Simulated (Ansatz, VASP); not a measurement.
**Mo in VASP and in Ansatz**

```
CELL_PARAMETERS angstrom
5.05080 0.00000 0.00000
0.00000 5.05080 0.00000
0.00000 0.00000 5.05080
ATOMIC_POSITIONS crystal
Mo 0.50000 0.50000 0.50000
Mo 0.00000 0.00000 0.00000
Mo 0.25000 0.00000 0.50000
Mo 0.50000 0.25000 0.00000
Mo 0.50000 0.75000 0.00000
Mo 0.75000 0.00000 0.50000
Mo 0.00000 0.50000 0.75000
Mo 0.00000 0.50000 0.25000
```

Alike in both runs: task single point; functional r2SCAN; k mesh 4 × 4 × 4; occupations gaussian, width 0.1 eV; no spin polarisation.

|  | VASP | Ansatz |
| --- | --- | --- |
| version | VASP 6.6.1 | Ansatz 0.2.0 |
| potentials or method | VASP PAW PBE potentials, release 64 (Mo_sv) | scalar-relativistic, plane waves, PAW |
| plane-wave cutoff (eV) | 520 | 500 |
| valence electrons in the cell | 112 | 112 |

|  | VASP | Ansatz | Ansatz less VASP |
| --- | --- | --- | --- |
| gap on the k mesh at the Fermi level (eV) | none | none | - |
| pressure (GPa) | -2.7 | -3.7 | -1.04 |

A gap of «none» marks a metal or a gap that the smearing closes.

Caveats: the PAW data sets were made with another functional, which shifts forces and pressure a little (VASP).
